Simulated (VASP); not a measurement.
# Sn2Ge: relaxation of cell and atoms with PBE

Crystal: Sn2Ge.

```
Sn Ge
1.0
     4.09180    0.00000    0.00000
     0.00000    4.09180    0.00000
     0.00000    0.00000    9.36082
Sn Ge
4 2
Direct
  0.50000 0.50000 0.66898
  0.50000 0.50000 0.33102
  0.50000 0.00000 0.00000
  0.00000 0.50000 0.00000
  0.00000 0.00000 0.32055
  0.00000 0.00000 0.67945
```

The cell was built by a generator and needn't be a form met in nature.

```
Program                : VASP 6.6.1
Task                   : relaxation of cell and atoms
Functional             : PBE
Potentials or basis    : VASP PAW PBE potentials, release 64 (Sn_d, Ge_d)
Cutoff                 : 520 eV
k mesh                 : 4 × 4 × 2
Occupations            : gaussian, width 0.15 eV
Spin                   : no spin polarisation
Further INCAR settings : PREC = Normal; ALGO = Fast; EDIFF = 0.0001; IBRION = 2; EDIFFG = -0.08; NSW = 24; ISIF = 3
```

```json
{"Relaxed volume": "26.03 Å³/atom", "Relaxed cell": "a = 4.402 Å, b = 4.402 Å, c = 8.060 Å, α = 90.00°, β = 90.00°, γ = 90.00°", "Space group after relaxing (to 0.05 Å)": "P4/mmm (No. 123)", "Energy gained by relaxing": "102.0 meV/atom", "Ionic steps": "18", "Pressure after relaxing": "-0.2 GPa", "Largest force after relaxing": "0.078 eV/Å", "Band gap on the k mesh": "none (metal or under the smearing width)"}
```

Forces in eV/Å, atoms in the order of the input:
```
Sn   0.000  0.000 -0.053
Sn   0.000  0.000  0.053
Sn   0.000  0.000  0.000
Sn   0.000  0.000  0.000
Ge   0.000  0.000  0.078
Ge   0.000  0.000 -0.078
```

Stress tensor (GPa, compression positive):
```
-0.09  0.00  0.00
 0.00 -0.09  0.00
 0.00  0.00 -0.48
```

The path:
| step | energy change (eV) | largest force (eV/Å) | pressure (GPa) | volume (Å³) |
| --- | --- | --- | --- | --- |
| 1 | 0.0000 | 0.2437 | 1.26 | 156.73 |
| 2 | -0.1648 | 0.0090 | -0.60 | 161.33 |
| 3 | -0.2488 | 0.3170 | -1.80 | 165.27 |
| 4 | -0.1630 | 1.0877 | -3.56 | 172.75 |
| 5 | -0.2660 | 0.4611 | -2.46 | 167.18 |
| 6 | -0.3774 | 0.8324 | -1.82 | 163.13 |
| 7 | -0.3794 | 1.4993 | -0.43 | 158.20 |
| 8 | -0.4009 | 1.1896 | -0.95 | 160.48 |
| 9 | -0.5065 | 0.8339 | 0.33 | 155.86 |
| 10 | -0.5409 | 0.6346 | 0.81 | 153.09 |
| 11 | -0.5317 | 0.1914 | 2.69 | 147.63 |
| 12 | -0.5506 | 0.4853 | 1.69 | 150.67 |
| 13 | -0.6036 | 0.1193 | 0.52 | 154.33 |
| 14 | -0.6077 | 0.1063 | -0.27 | 156.80 |
| 15 | -0.6088 | 0.1392 | 0.12 | 156.08 |
| 16 | -0.6086 | 0.0860 | -0.54 | 156.40 |
| 17 | -0.6088 | 0.1399 | -0.06 | 156.19 |
| 18 | -0.6121 | 0.0776 | -0.22 | 156.21 |

Final structure:
```cif
data_structure
_symmetry_space_group_name_H-M 'P 1'
_symmetry_Int_Tables_number 1
_cell_length_a 4.4023
_cell_length_b 4.4023
_cell_length_c 8.0600
_cell_angle_alpha 90.000
_cell_angle_beta 90.000
_cell_angle_gamma 90.000
_cell_volume 156.21
loop_
_atom_site_label
_atom_site_type_symbol
_atom_site_fract_x
_atom_site_fract_y
_atom_site_fract_z
_atom_site_occupancy
Sn1 Sn 0.50000 0.50000 0.68898 1
Sn2 Sn 0.50000 0.50000 0.31102 1
Sn3 Sn 0.50000 0.00000 0.00000 1
Sn4 Sn 0.00000 0.50000 0.00000 1
Ge1 Ge 0.00000 0.00000 0.32814 1
Ge2 Ge 0.00000 0.00000 0.67186 1
```

Levels at points of the mesh, in eV from the Fermi level:
| k point | band 38 | band 39 | band 40 | band 41 | band 42 | band 43 | band 44 | band 45 | band 46 | band 47 |
| --- | --- | --- | --- | --- | --- | --- | --- | --- | --- | --- |
| (0.00, 0.00, 0.00) | -2.78 | -1.07 | -1.06 | -0.67 | -0.67 | -0.20 | -0.20 | 0.35 | 1.63 | 3.94 |
| (0.50, 0.00, 0.00) | -0.60 | -0.57 | -0.49 | -0.28 | 0.48 | 0.66 | 0.93 | 1.24 | 1.65 | 1.80 |
| (0.50, 0.50, 0.00) | -4.14 | -3.51 | -3.51 | -3.02 | -3.02 | 1.04 | 2.26 | 2.76 | 2.77 | 2.77 |
| (0.00, 0.00, 0.50) | -2.43 | -2.43 | -1.81 | -1.81 | 0.97 | 0.97 | 0.99 | 1.41 | 3.09 | 3.74 |
| (0.50, 0.00, 0.50) | -2.32 | -0.26 | -0.12 | 0.03 | 0.31 | 0.42 | 0.56 | 0.59 | 0.69 | 2.92 |
| (0.50, 0.50, 0.50) | -4.36 | -2.94 | -2.28 | -1.49 | -1.49 | -1.23 | -0.90 | 0.97 | 0.97 | 5.43 |

Run time: 11 min on 1 thread of AMD EPYC 7R13 Processor (Zen 3), with other jobs on the host, peak memory 0.2 GiB.

Caveat: the k mesh is coarse (spacing up to 0.38 Å⁻¹), so the values aren't converged; the relaxation stopped at a loose force limit of 0.08 eV/Å, so its end isn't a converged minimum.
